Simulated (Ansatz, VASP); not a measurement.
# B7P7H4 (armchair BP ribbon N=7 H edges): VASP beside Ansatz

Aim: how closely do two programs agree when they are given the same cell, functional and k mesh? The structure shown is the start of the Ansatz relaxation below; VASP solves that cell, so the two are compared at the walk's first step.

Calculated with Ansatz 0.2.0; plane waves, with VASP 6.6.1 beside it; single point at PBE.

## Step 1: The starting structure

The cell holds 18 atoms: 7 B, 7 P and 4 H. Cell: a = 19.055 Å, b = 7.000 Å, c = 5.580 Å, α = 90.0°, β = 90.0°, γ = 90.0°. Vacuum lies along a and b. The structure's axis is c.

## Step 2: Ansatz: relaxation, PBE

Ansatz runs on its default PAW (the set named soft_2) files.

The two programs are compared at the cell with which this relaxation starts, whose forces are those of its first step.

The input, input.yaml:

```yaml
crystal:
  lattice:
    - [19.055, 0.0, 0.0]
    - [0.0, 7.0, 0.0]
    - [0.0, 0.0, 5.58]
  atoms:
    - { symbol: B, position: [0.246398061, 0.5, 0.0] }
    - { symbol: B, position: [0.415467308, 0.5, 0.0] }
    - { symbol: B, position: [0.584536555, 0.5, 0.0] }
    - { symbol: B, position: [0.753605802, 0.5, 0.0] }
    - { symbol: P, position: [0.246398061, 0.5, 0.333333333] }
    - { symbol: P, position: [0.415467308, 0.5, 0.333333333] }
    - { symbol: P, position: [0.584536555, 0.5, 0.333333333] }
    - { symbol: P, position: [0.753605802, 0.5, 0.333333333] }
    - { symbol: H, position: [0.183678824, 0.5, 0.456989247] }
    - { symbol: H, position: [0.816325039, 0.5, 0.456989247] }
    - { symbol: B, position: [0.330932685, 0.5, 0.5] }
    - { symbol: B, position: [0.500001932, 0.5, 0.5] }
    - { symbol: B, position: [0.669071179, 0.5, 0.5] }
    - { symbol: P, position: [0.330932685, 0.5, 0.833333333] }
    - { symbol: P, position: [0.500001932, 0.5, 0.833333333] }
    - { symbol: P, position: [0.669071179, 0.5, 0.833333333] }
    - { symbol: H, position: [0.194132031, 0.5, 0.896953405] }
    - { symbol: H, position: [0.805871833, 0.5, 0.896953405] }
kpoints:
  mp_grid: { grid: [1, 1, 15] }
scf:
  occupations: { method: fermi_dirac, width: 0.05 }
hamiltonian:
  xc: pbe
relax:
  cell: { fix: [a, b, alpha, beta, gamma] }
  max_steps: 45
  f_tol: 0.03
```

Command:

```sh
$ ansatz run input.yaml --threads 4 --pin off --max-ram 16384MiB --backend cpu --events-out ev --progress --plain --runs-dir out
```

Numbers of over 12 decimals in the logs are rounded to 6 here.

Log:

```text
Engine: ansatz 0.2.0, aarch64-unknown-linux-gnu
Pseudopotentials: kind: paw
Pseudopotential: B, paw, valence charge 3, recommended cutoff 420 eV (normal), B.paw.azcp
Pseudopotential: P, paw, valence charge 5, recommended cutoff 420 eV (normal), P.paw.azcp
Pseudopotential: H, paw, valence charge 1, recommended cutoff 420 eV (normal), H.paw.azcp
Functional definition: PBE
  parameter kappa = 0.804
  parameter beta = 0.066725
  exchange = pbe_x(kappa = kappa, mu = beta*pi^2/3)
  correlation = pbe_c(beta = beta)
Crystal: 18 atoms, lattice volume = 744.288 Å³
Basis set: ecut = 420 eV, 14555 PW (Γ), exchange–correlation on 256×96×80 points (8 copies of the dense FFT grid, shifted against one another)
Bands: 48, of which v1, the nominal top of the filled ones, is band 30 counted from 1 (29 counted from 0)
Symmetry: 4 space group operations
Space group: Pmm2 (ITA 25), of the structure as read, at distance tolerance 9.1e-5 Å
k-points: 8 of 15 (time reversal used)
Non-local potential: B, projectors of the file, l = 0: 2, l = 1: 2, l = 2: 1
Non-local potential: P, projectors of the file, l = 0: 2, l = 1: 2, l = 2: 2
Non-local potential: H, projectors of the file, l = 0: 2, l = 1: 1
PAW form: soft (Blöchl's): semilocal exchange-correlation on the pseudo side does not see the compensation charge
PAW one-centre angular grid: B, 110 points (default); XC on 64 Gauss nodes
PAW one-centre angular grid: P, 110 points (default); XC on 64 Gauss nodes
PAW one-centre angular grid: H, 110 points (default); XC on 64 Gauss nodes
Initial density: superposition of atomic densities (neutral atoms: chi_scale 0, normalization atom), corrected by the library's trained network
Initial wavefunctions: pseudopotential atomic-orbital guess
Functional: x = pbe(κ = 0.804, μ = 0.219515), c = pbe(β = 0.066725)
SCF iter   1: F=—  HF=-6444.183701 eV  |F-HF|=—  |Δ(HF+E_count)|=         —  Δρ=1.59e-3  dr2=4.68e-2  ethr=1.77e-3  ⟨swp⟩=9.1  Hψ=2402  notcnv=0  defer=43
preconditioner: auto → Resta (q_TF=auto, 1.793 Å⁻¹)  ε∞=2.2  [insulator: Δε(μ)=1.370 eV  Ē_g=9.772 eV  σ=0.050 eV  W_gap=1.00  n_scr=74 (ndim 8)  ℏωp=10.5 eV  f_vac=0.555  D(μ)=0.00/eV (n_scr^D=0)  ε∞_Penn≈2.2  vacuum switching on, ρ_ref=6.9e-3 e/Å³]
SCF iter   2: F=—  HF=-6444.195241 eV  |F-HF|=—  |Δ(HF+E_count)|=   1.15e-2  Δρ=7.66e-4  dr2=1.29e-2  ethr=7.80e-5  ⟨swp⟩=3.5  Hψ=697  notcnv=0  defer=71
SCF iter   3: F=—  HF=-6444.198436 eV  |F-HF|=—  |Δ(HF+E_count)|=   3.19e-3  Δρ=4.42e-4  dr2=6.67e-3  ethr=2.15e-5  ⟨swp⟩=2.0  Hψ=499  notcnv=0  defer=71
SCF iter   4: F=—  HF=-6444.199497 eV  |F-HF|=—  |Δ(HF+E_count)|=   1.06e-3  Δρ=1.39e-4  dr2=4.06e-4  ethr=1.11e-5  ⟨swp⟩=2.5  Hψ=477  notcnv=0  defer=71
SCF iter   5: F=—  HF=-6444.199642 eV  |F-HF|=—  |Δ(HF+E_count)|=   1.45e-4  Δρ=6.09e-5  dr2=3.69e-5  ethr=6.77e-7  ⟨swp⟩=3.1  Hψ=637  notcnv=0  defer=71
SCF iter   6: F=—  HF=-6444.199530 eV  |F-HF|=—  |Δ(HF+E_count)|=   1.12e-4  Δρ=2.04e-5  dr2=5.35e-6  ethr=6.15e-8  ⟨swp⟩=2.1  Hψ=590  notcnv=0  defer=71
SCF iter   7: F=—  HF=-6444.199540 eV  |F-HF|=—  |Δ(HF+E_count)|=   1.04e-5  Δρ=5.95e-6  dr2=2.81e-7  ethr=8.91e-9  ⟨swp⟩=2.0  Hψ=495  notcnv=0  defer=71
SCF iter   8: F=-6444.199541 eV  HF=-6444.199541 eV  |F-HF|=7.46e-8  |Δ(HF+E_count)|=   1.17e-6  Δρ=2.01e-6  dr2=3.22e-8  ethr=1.67e-10  ⟨swp⟩=5.4  Hψ=1299  notcnv=0
SCF 1 converged in 8 iterations: F = -6444.199541 eV  dr2 = 3.22e-8
  greatest PAW one-centre occupation: 0.775 electrons in one spin orbital (limit 2), on the P atom at site 14 (counted from 0), in its partial waves of l = 0
relax step   1: F+E_penalty+E_count = -6444.19954129 eV  Δ(F+E_penalty+E_count) = +0.000e0 eV  max|allowed force component| = 1.377e0 eV/Å  Δτ_max = 0.0000 Å  P = -0.020 GPa  Ω = 744.288 Å³  fix = [a, b, alpha, beta, gamma]  reactions: a +0.016, b +0.320 GPa  (8 SCF iters, dr2 threshold 1.00e-7 eV, accepted)
[...]
relax step   3: F+E_penalty+E_count = -6444.38387492 eV  Δ(F+E_penalty+E_count) = -2.275e-2 eV  max|allowed force component| = 3.824e-2 eV/Å  Δτ_max = 0.0242 Å  P = +0.098 GPa  Ω = 744.801 Å³  energy of the carried Pulay correction = -1.215e-4 eV  fix = [a, b, alpha, beta, gamma]  reactions: a -0.011, b +0.313 GPa  (6 SCF iters, dr2 threshold 1.80e-6 eV, accepted)
[...]
relax step   4: F+E_penalty+E_count = -6444.38403230 eV  Δ(F+E_penalty+E_count) = -1.574e-4 eV  max|allowed force component| = 3.494e-3 eV/Å  Δτ_max = 0.0023 Å  P = +0.106 GPa  Ω = 744.830 Å³  energy of the carried Pulay correction = -1.284e-4 eV  fix = [a, b, alpha, beta, gamma]  reactions: a +0.006, b +0.312 GPa  (5 SCF iters, dr2 threshold 9.14e-8 eV, accepted)
[...]
relax step   5: F+E_penalty+E_count = -6444.38411204 eV  Δ(F+E_penalty+E_count) = -7.974e-5 eV  max|allowed force component| = 3.457e-3 eV/Å  Δτ_max = 0.0000 Å  P = +0.106 GPa  Ω = 744.830 Å³  fix = [a, b, alpha, beta, gamma]  reactions: a +0.005, b +0.309 GPa  stress off target by 3.01e-3 GPa on what of the cell is left free  SCF on the basis re-selected at this cell (its energy is not comparable with the rows above)  (5 SCF iters)
basis re-selected at this cell: Δ(F+E_penalty+E_count) = -7.974e-5 eV, ΔP = -0.001 GPa vs the last step (what re-selecting the basis moved, of the pressure what is left beyond the Pulay correction that the steps carried, after the strain that the cell walked since its last selection, with what the two solves' SCF thresholds leave and, on support functions, any second-order correction that the steps lacked; it is no m [...]
SCF converged after 5 iterations
Free energy (F): -6444.384112 eV
Harris-Foulkes:  -6444.384112 eV  (|F-HF|=2.42e-7)
Internal energy: -6444.384111 eV  (E = F + TS)
E sigma→0 (E₀):  -6444.384112 eV
Entropy (-TS):   -0.000001 eV (-0.000 meV/atom)
Fermi energy:    -1.211656 eV
--- Per-component energies (eV) ---
  E_band       = -457.883150
  E_kinetic    = 881.776077
  E_local      = -6930.068785  (includes V_loc(G=0)·N_el)
  E_nonlocal   = 328.645297
  E_hartree    = 3033.174006
  E_xc         = -685.498413
  E_vxc        = -729.556478  (∫ρ·V_xc dr)
  E_paw        = -4538.886734  (= ΣΔE_a)
  E_vpaw       = -75.022394  (= ΣTr[D̂ρ^β])
  E_aug_tail   = -0.005043  (compensation charges beyond the density's cutoff)
  E_ewald      = 1466.479482
  E_smearing   = -0.000001  (= −TS)
  E_closure    = 0.000000  (closes the sum)
  Σ components = -6444.384112   (vs F -6444.384112, Δ=0.00e0)
--- Forces (eV/Å), atoms counted from 1 ---
  atom   1  B      0.00313970    -0.00000000     0.00065440
  atom   2  B     -0.00257373     0.00000000    -0.00077077
  atom   3  B      0.00257373    -0.00000000    -0.00077077
  atom   4  B     -0.00313970     0.00000000     0.00065440
  atom   5  P     -0.00345655     0.00000000     0.00118822
  atom   6  P      0.00096853    -0.00000000    -0.00086955
  atom   7  P     -0.00096853     0.00000000    -0.00086955
  atom   8  P      0.00345655    -0.00000000     0.00118822
  atom   9  H      0.00124388    -0.00000000    -0.00028526
  atom  10  H     -0.00124388     0.00000000    -0.00028526
  atom  11  B     -0.00082123     0.00000000    -0.00073777
  atom  12  B      0.00000000     0.00000000    -0.00108264
  atom  13  B      0.00082123    -0.00000000    -0.00073777
  atom  14  P      0.00105222    -0.00000000     0.00086514
  atom  15  P     -0.00000000     0.00000000     0.00179901
  atom  16  P     -0.00105222     0.00000000     0.00086514
  atom  17  H     -0.00237729     0.00000000    -0.00040544
  atom  18  H      0.00237729    -0.00000000    -0.00040544
  max |Σ_I F_I| component: 5.70e-6 eV/Å
--- Stress (GPa, compression-positive) ---
        0.005168      -0.000000       0.000000
       -0.000000       0.309442      -0.000000
        0.000000      -0.000000       0.003013
  P = ⅓ Tr σ = 0.1059 GPa (1.059 kbar)
--- Relaxed structure (4 steps of the walk, 4 accepted, 1 SCFs on fresh bases) ---
  F+E_penalty+E_count = -6444.38411204 eV   max|allowed force component| = 3.457e-3 eV/Å   (the final SCF, on the basis selected at the relaxed cell)
  cell:  # Å, volume = 744.8297 Å³
    - [19.055, 0.0, 0.0]
    - [0.0, 7.0, 0.0]
    - [0.0, 0.0, 5.584059]
  atoms:
    - { symbol: B, position: [0.246748, 0.500000, 0.000150641] }
    - { symbol: B, position: [0.415556, 0.500000, 0.00176912] }
    - { symbol: B, position: [0.584444, 0.500000, 0.00176912] }
    - { symbol: B, position: [0.753252, 0.500000, 0.000150641] }
    - { symbol: P, position: [0.250500, 0.500000, 0.324643] }
    - { symbol: P, position: [0.415771, 0.500000, 0.335060] }
    - { symbol: P, position: [0.584229, 0.500000, 0.335060] }
    - { symbol: P, position: [0.749500, 0.500000, 0.324643] }
    - { symbol: H, position: [0.186684, 0.500000, 0.452407] }
    - { symbol: H, position: [0.813316, 0.500000, 0.452407] }
    - { symbol: B, position: [0.331798, 0.500000, 0.503079] }
    - { symbol: B, position: [0.5, 0.500000, 0.503041] }
    - { symbol: B, position: [0.668202, 0.500000, 0.503079] }
    - { symbol: P, position: [0.331157, 0.500000, 0.836615] }
    - { symbol: P, position: [0.5, 0.500000, 0.835215] }
    - { symbol: P, position: [0.668843, 0.500000, 0.836615] }
    - { symbol: H, position: [0.191669, 0.500000, 0.897757] }
    - { symbol: H, position: [0.808331, 0.500000, 0.897757] }
```

(Continued in part 2 of 2.)

[Lines on the potential files, build, host, timing and source positions are cut from VASP's logs without a mark.]

[Logs are printed without paths, hosts, clocks, repeated set-up lines and the standing remarks that a program may print on its own settings, such as how far it seeks lower states.]

[Hosts, paths, dates, database ids (printed as entryN), source tags and the programs' standing remarks are cut or masked in the printed files.]
